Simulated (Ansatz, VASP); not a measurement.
# Cross-check of V (V wire along [111], 4 atoms a period) between VASP and Ansatz

Wanted: the spread between two codes on one cell, functional and k mesh. The structure shown is the start of the Ansatz relaxation below; VASP solves that cell, so the two are compared at the walk's first step.

Main program and level: Ansatz 0.2.0; plane waves, with VASP 6.6.1 beside it; single point at PBE.

**1. Starting point**

The cell holds 4 atoms: 4 V. Its edges and angles: a = 11.028 Å, b = 9.241 Å, c = 2.589 Å, α = 90.0°, β = 90.0°, γ = 90.0°. Vacuum lies along a and b. The structure's axis is c.

**2. Ansatz: relaxation, PBE**

Ansatz runs on its default PAW (the set named soft_2) files.

The two programs are compared at the cell with which this relaxation starts, whose forces are those of its first step.

Contents of input.yaml:

```yaml
crystal:
  lattice:
    - [11.028, 0.0, 0.0]
    - [0.0, 9.241, 0.0]
    - [0.0, 0.0, 2.5894159573]
  atoms:
    - { symbol: V, position: [0.30830613, 0.500017573, 0.0], spin: 2.4 }
    - { symbol: V, position: [0.500022604, 0.367925549, 0.333333333], spin: 2.4 }
    - { symbol: V, position: [0.500022604, 0.632109596, 0.666666667], spin: 2.4 }
    - { symbol: V, position: [0.691739078, 0.500017573, 0.0], spin: 2.4 }
magnetization:
  spin_polarized: true
kpoints:
  mp_grid: { grid: [1, 1, 31] }
scf:
  occupations: { method: fermi_dirac, width: 0.05 }
hamiltonian:
  xc: pbe
relax:
  cell: { fix: [a, b, alpha, beta, gamma] }
  max_steps: 60
```

Started as:

```sh
> ansatz run input.yaml --threads 8 --pin off --max-ram 16384MiB --backend cpu --events-out ev --progress --plain --runs-dir out
```

Numbers of over 12 decimals in the logs are rounded to 6 here.

What it wrote:

```text
Engine: ansatz 0.2.0, x86_64-unknown-linux-gnu
Pseudopotentials: kind: paw
Pseudopotential: V, paw, valence charge 13, recommended cutoff 420 eV (normal), V.paw.azcp
Functional definition: PBE
  parameter kappa = 0.804
  parameter beta = 0.066725
  exchange = pbe_x(kappa = kappa, mu = beta*pi^2/3)
  correlation = pbe_c(beta = beta)
Crystal: 4 atoms, lattice volume = 263.887 Å³
Basis set: ecut = 420 eV, 5183 PW (Γ), exchange–correlation on 150×128×36 points (8 copies of the dense FFT grid, shifted against one another)
Bands: 37, of which v1, the nominal top of the filled ones, is band 26 counted from 1 (25 counted from 0)
Symmetry: 4 space group operations
Space group: P2/m (ITA 10), of the structure as read, at distance tolerance 6.4e-5 Å
Magnetic group: BNS 10.42 (UNI 49), of the structure as read, at distance tolerance 6.4e-5 Å
k-points: 16 of 31
Non-local potential: V, projectors of the file, l = 0: 3, l = 1: 2, l = 2: 3, l = 3: 1
PAW form: soft (Blöchl's): semilocal exchange-correlation on the pseudo side does not see the compensation charge
PAW one-centre angular grid: V, 590 points (default); XC on 64 Gauss nodes
Initial density: superposition of atomic densities (neutral atoms: chi_scale 0, normalization atom)
Starting moments: Σ|m| = 9.6 μB on 4 of 4 sites
Initial wavefunctions: pseudopotential atomic-orbital guess
Functional: x = pbe(κ = 0.804, μ = 0.219515), c = pbe(β = 0.066725)
SCF iter   1: F=—  HF=-11640.607684 eV  |F-HF|=—  |Δ(HF+E_count)|=         —  Δρ=3.15e-2 (↑2.35e-2 ↓3.15e-2)  dr2=2.02e1  dr2_m=1.19e0  M=7.323 μB ∫|m|=7.328 μB  β_m=0.30  ethr=3.10e-3  ⟨swp⟩=8.3  Hψ=5301  notcnv=0
Mixer restart at iter 1: flushing history
preconditioner: auto → LDOS  [metal: Δε(μ)=0.006 eV  Ē_g=3.793 eV  σ=0.050 eV  W_gap=0.03  n_scr=32 (ndim 8)  ℏωp=10.2 eV  f_vac=0.549  D(μ)=9.94/eV (n_scr^D=68)]
spin=Collinear: LDOS preconditioning applied to the charge; magnetization (m = ρ↑ − ρ↓) channel mixes plain (no charge-response kernel on spin).
SCF iter   2: F=—  HF=-11639.539951 eV  |F-HF|=—  |Δ(HF+E_count)|=    1.07e0  Δρ=2.23e-2 (↑1.66e-2 ↓2.23e-2)  dr2=5.42e0  dr2_m=7.08e-1  M=7.469 μB ∫|m|=7.477 μB  β_m=0.47  ethr=3.10e-3  ⟨swp⟩=2.6  Hψ=2167  notcnv=0  defer=42
SCF iter   3: F=—  HF=-11640.551082 eV  |F-HF|=—  |Δ(HF+E_count)|=    1.01e0  Δρ=1.43e-2 (↑1.43e-2 ↓9.38e-3)  dr2=1.78e-1  dr2_m=3.12e-1  M=7.335 μB ∫|m|=7.354 μB  β_m=0.65  ethr=3.10e-3  ⟨swp⟩=3.1  Hψ=2157  notcnv=0  defer=40
SCF iter   4: F=—  HF=-11641.900889 eV  |F-HF|=—  |Δ(HF+E_count)|=         —  Δρ=2.94e-2 (↑2.94e-2 ↓2.81e-2)  dr2=1.38e-1  dr2_m=1.96e0  M=4.689 μB ∫|m|=4.841 μB  β_m=1.00  ethr=3.43e-4  ⟨swp⟩=3.8  Hψ=2472  notcnv=0  defer=25  κ⁻¹=6.0e-3(r=2)
SCF iter   5: F=—  HF=-11641.554160 eV  |F-HF|=—  |Δ(HF+E_count)|=   3.47e-1  Δρ=8.26e-3 (↑5.97e-3 ↓8.26e-3)  dr2=4.85e-2  dr2_m=1.18e-1  M=4.418 μB ∫|m|=4.799 μB  β_m=0.65  ethr=9.62e-5  ⟨swp⟩=4.8  Hψ=3215  notcnv=0  defer=26
SCF iter   6: F=—  HF=-11641.572584 eV  |F-HF|=—  |Δ(HF+E_count)|=   1.84e-2  Δρ=5.23e-3 (↑5.23e-3 ↓5.03e-3)  dr2=5.58e-3  dr2_m=6.27e-2  M=4.411 μB ∫|m|=5.081 μB  β_m=0.82  ethr=9.32e-5  ⟨swp⟩=3.4  Hψ=2160  notcnv=0  defer=22
SCF iter   7: F=—  HF=-11641.587028 eV  |F-HF|=—  |Δ(HF+E_count)|=   1.44e-2  Δρ=3.25e-3 (↑1.96e-3 ↓3.25e-3)  dr2=8.96e-3  dr2_m=1.51e-2  M=4.357 μB ∫|m|=5.516 μB  β_m=0.91  ethr=1.07e-5  ⟨swp⟩=3.4  Hψ=2838  notcnv=0  defer=24
SCF iter   8: F=—  HF=-11641.599459 eV  |F-HF|=—  |Δ(HF+E_count)|=   1.24e-2  Δρ=2.22e-3 (↑2.22e-3 ↓1.44e-3)  dr2=8.23e-3  dr2_m=6.30e-3  M=4.316 μB ∫|m|=5.987 μB  β_m=0.96  ethr=1.07e-5  ⟨swp⟩=3.4  Hψ=2736  notcnv=0  defer=23
SCF iter   9: F=—  HF=-11641.606220 eV  |F-HF|=—  |Δ(HF+E_count)|=   6.76e-3  Δρ=8.33e-4 (↑6.47e-4 ↓8.33e-4)  dr2=1.53e-3  dr2_m=9.80e-4  M=4.234 μB ∫|m|=6.216 μB  β_m=0.98  ethr=1.07e-5  ⟨swp⟩=2.5  Hψ=2443  notcnv=0  defer=23
[...]
preconditioner: auto → LDOS  [metal: Δε(μ)=0.061 eV  Ē_g=3.073 eV  σ=0.050 eV  W_gap=0.30  n_scr=16 (ndim 8)  ℏωp=10.5 eV  f_vac=0.607  D(μ)=5.48/eV (n_scr^D=30)]
spin=Collinear: LDOS preconditioning applied to the charge; magnetization (m = ρ↑ − ρ↓) channel mixes plain (no charge-response kernel on spin).
[...]
the starting moments were not kept: 2 of 4 ended reversed and 2 kept their direction, counting a site from 0.1 μB. The largest reversed, site 1 (counted from 0, in the order of the report's site_moments_mub), started with +2.4 μB and closes at -1.1e-1 μB in its sphere.
SCF 8 converged in 9 iterations: F = -11642.292576 eV  dr2 = 3.70e-9
relax step   8: F+E_penalty+E_count = -11642.29257571 eV  Δ(F+E_penalty+E_count) = -1.663e-4 eV  max|allowed force component| = 6.851e-3 eV/Å  Δτ_max = 0.0029 Å  P = -0.014 GPa  Ω = 249.335 Å³  energy of the carried Pulay correction = +1.281e-3 eV  fix = [a, b, alpha, beta, gamma]  reactions: a -0.044, b +0.007 GPa; alpha -0.053 GPa/rad  (9 SCF iters, dr2 threshold 2.78e-8 eV, accepted)
Initial wavefunctions: pseudopotential atomic-orbital guess (no wavefunctions were taken with the density)
[...]
SCF iter   1: F=—  HF=-11642.291017 eV  |F-HF|=—  |Δ(HF+E_count)|=         —  Δρ=4.30e-5 (↑3.74e-5 ↓4.30e-5)  dr2=1.05e-5  dr2_m=1.76e-7  M=2.978 μB ∫|m|=3.569 μB  β_m=0.65  ethr=1.88e-7  ⟨swp⟩=4.7  Hψ=9300  notcnv=0
preconditioner: auto → LDOS  [metal: Δε(μ)=0.062 eV  Ē_g=3.073 eV  σ=0.050 eV  W_gap=0.30  n_scr=16 (ndim 8)  ℏωp=10.5 eV  f_vac=0.607  D(μ)=5.49/eV (n_scr^D=30)]
spin=Collinear: LDOS preconditioning applied to the charge; magnetization (m = ρ↑ − ρ↓) channel mixes plain (no charge-response kernel on spin).
SCF iter   2: F=—  HF=-11642.291057 eV  |F-HF|=—  |Δ(HF+E_count)|=   3.96e-5  Δρ=2.21e-5 (↑2.21e-5 ↓1.82e-5)  dr2=3.60e-6  dr2_m=5.98e-8  M=2.977 μB ∫|m|=3.568 μB  β_m=0.59  ethr=2.01e-8  ⟨swp⟩=2.8  Hψ=2035  notcnv=0
SCF iter   3: F=—  HF=-11642.291057 eV  |F-HF|=—  |Δ(HF+E_count)|=   3.86e-7  Δρ=6.04e-6 (↑5.93e-6 ↓6.04e-6)  dr2=6.83e-7  dr2_m=1.91e-8  M=2.977 μB ∫|m|=3.568 μB  β_m=0.55  ethr=6.92e-9  ⟨swp⟩=2.0  Hψ=1498  notcnv=0
SCF iter   4: F=—  HF=-11642.291057 eV  |F-HF|=—  |Δ(HF+E_count)|=   1.29e-7  Δρ=4.14e-6 (↑4.14e-6 ↓3.37e-6)  dr2=1.19e-7  dr2_m=1.09e-8  M=2.977 μB ∫|m|=3.568 μB  β_m=0.64  ethr=1.31e-9  ⟨swp⟩=2.9  Hψ=2122  notcnv=0
SCF iter   5: F=—  HF=-11642.291057 eV  |F-HF|=—  |Δ(HF+E_count)|=   6.97e-8  Δρ=2.76e-6 (↑2.76e-6 ↓1.62e-6)  dr2=6.56e-8  dr2_m=4.45e-9  M=2.977 μB ∫|m|=3.568 μB  β_m=0.57  ethr=2.28e-10  ⟨swp⟩=2.1  Hψ=1603  notcnv=0
SCF iter   6: F=—  HF=-11642.291057 eV  |F-HF|=—  |Δ(HF+E_count)|=  7.91e-10  Δρ=7.70e-7 (↑7.70e-7 ↓5.62e-7)  dr2=1.66e-9  dr2_m=8.12e-10  M=2.977 μB ∫|m|=3.568 μB  β_m=0.78  ethr=1.26e-10  ⟨swp⟩=2.0  Hψ=1510  notcnv=0
SCF iter   7: F=—  HF=-11642.291057 eV  |F-HF|=—  |Δ(HF+E_count)|=  9.90e-10  Δρ=3.31e-7 (↑3.31e-7 ↓2.67e-7)  dr2=2.94e-10  dr2_m=1.67e-10  M=2.977 μB ∫|m|=3.568 μB  β_m=0.89  ethr=3.20e-12  ⟨swp⟩=3.0  Hψ=2119  notcnv=0
SCF iter   8: F=—  HF=-11642.291057 eV  |F-HF|=—  |Δ(HF+E_count)|=  2.73e-10  Δρ=2.00e-7 (↑2.00e-7 ↓6.59e-8)  dr2=9.38e-11  dr2_m=2.72e-11  M=2.976 μB ∫|m|=3.568 μB  β_m=0.83  ethr=1.00e-12  ⟨swp⟩=2.5  Hψ=1883  notcnv=0
SCF iter   9: F=—  HF=-11642.291057 eV  |F-HF|=—  |Δ(HF+E_count)|=  1.82e-11  Δρ=5.93e-8 (↑5.93e-8 ↓5.50e-8)  dr2=1.36e-11  dr2_m=3.82e-12  M=2.976 μB ∫|m|=3.568 μB  β_m=0.81  ethr=1.00e-12  ⟨swp⟩=1.8  Hψ=1327  notcnv=0
SCF iter  10: F=-11642.291057 eV  HF=-11642.291057 eV  |F-HF|=3.64e-12  |Δ(HF+E_count)|=  5.46e-12  Δρ=1.31e-8 (↑1.31e-8 ↓1.03e-8)  dr2=1.08e-12  dr2_m=8.73e-14  M=2.976 μB ∫|m|=3.568 μB  ethr=1.00e-12  ⟨swp⟩=3.0  Hψ=3564  notcnv=0
the starting moments were not kept: 2 of 4 ended reversed and 2 kept their direction, counting a site from 0.1 μB. The largest reversed, site 2 (counted from 0, in the order of the report's site_moments_mub), started with +2.4 μB and closes at -1.1e-1 μB in its sphere.
SCF 9 converged in 10 iterations: F = -11642.291057 eV  dr2 = 1.08e-12
relax step   9: F+E_penalty+E_count = -11642.29105733 eV  Δ(F+E_penalty+E_count) = +1.518e-3 eV  max|allowed force component| = 6.853e-3 eV/Å  Δτ_max = 0.0000 Å  P = -0.009 GPa  Ω = 249.335 Å³  fix = [a, b, alpha, beta, gamma]  reactions: a -0.039, b +0.011 GPa; alpha -0.053 GPa/rad  stress off target by 7.66e-5 GPa on what of the cell is left free  SCF on the basis re-selected at this cell (its energy is not comparable with the rows above)  (10 SCF iters)
basis re-selected at this cell: Δ(F+E_penalty+E_count) = +1.518e-3 eV, ΔP = +0.005 GPa vs the last step (what re-selecting the basis moved, of the pressure what is left beyond the Pulay correction that the steps carried, after the strain that the cell walked since its last selection, with what the two solves' SCF thresholds leave and, on support functions, any second-order correction that the steps lacked; it is no m [...]
SCF converged after 10 iterations
Magnetization: 2.9765 μB (27.4882 up, 24.5118 down)
Absolute magnetization: 3.5843 μB (∫|ρ↑−ρ↓|, with the PAW one-centre terms)
Spin contamination: 0.1812 ħ² per cell (⟨S²⟩ above its minimum at these occupations)
Per-site moments (μB) at R_I (Å): [(1.049460, 0.999649), (-0.113805, 0.972261), (-0.113805, 0.972261), (1.049460, 0.999649)]
Free energy (F): -11642.291057 eV
Harris-Foulkes:  -11642.291057 eV  (|F-HF|=3.64e-12)
Internal energy: -11642.243581 eV  (E = F + TS)
E sigma→0 (E₀):  -11642.267319 eV
Entropy (-TS):   -0.047477 eV (-11.869 meV/atom)
Fermi energy:    0.773148 eV
--- Per-component energies (eV) ---
  E_band       = -1404.726779
  E_kinetic    = 1343.643042
  E_local      = -19307.329961  (includes V_loc(G=0)·N_el)
  E_nonlocal   = -166.778217
  E_hartree    = 9091.389081
  E_xc         = -514.749331
  E_vxc        = -651.897386  (∫ρ·V_xc dr)
  E_paw        = -4459.626852  (= ΣΔE_a)
  E_vpaw       = -805.143524  (= ΣTr[D̂ρ^β])
  E_aug_tail   = 0.001090  (compensation charges beyond the density's cutoff)
  E_ewald      = 2371.207568
  E_smearing   = -0.047477  (= −TS)
  E_closure    = -0.000000  (closes the sum)
  Σ components = -11642.291057   (vs F -11642.291057, Δ=0.00e0)
--- Forces (eV/Å), atoms counted from 1 ---
  atom   1  V      0.00213184    -0.00000000     0.00000000
  atom   2  V      0.00000000    -0.00389938    -0.00685288
  atom   3  V     -0.00000000     0.00389938     0.00685288
  atom   4  V     -0.00213184     0.00000000    -0.00000000
  max |Σ_I F_I| component: 4.34e-19 eV/Å
--- Stress (GPa, compression-positive) ---
       -0.039074       0.000000      -0.000000
        0.000000       0.011121       0.052684
       -0.000000       0.052684      -0.000077
  P = ⅓ Tr σ = -0.0093 GPa (-0.093 kbar)
--- Relaxed structure (8 steps of the walk, 8 accepted, 1 SCFs on fresh bases) ---
  F+E_penalty+E_count = -11642.29105733 eV   max|allowed force component| = 6.853e-3 eV/Å   (the final SCF, on the basis selected at the relaxed cell)
  cell:  # Å, volume = 249.3351 Å³
    - [11.028, 0, 0]
    - [0, 9.241, 0]
    - [0, 0, 2.446627]
  atoms:
    - { symbol: V, position: [0.321714, 0.50001757275, 0] }
    - { symbol: V, position: [0.500022604, 0.378562, 0.353123] }
    - { symbol: V, position: [0.500022604, 0.621474, 0.646877] }
    - { symbol: V, position: [0.678331, 0.50001757275, 0] }
```

The column dr2 measures how far the density is from self-consistency, as an energy; F and HF (Harris–Foulkes) agree once it is small.

[end of part 1 of 2]

[Lines on the potential files, build, host, timing and source positions are cut from VASP's logs without a mark.]

[Logs are printed without paths, hosts, clocks, repeated set-up lines and the standing remarks that a program may print on its own settings, such as how far it seeks lower states.]

[Hosts, paths, dates, database ids (printed as entryN), source tags and the programs' standing remarks are cut or masked in the printed files.]
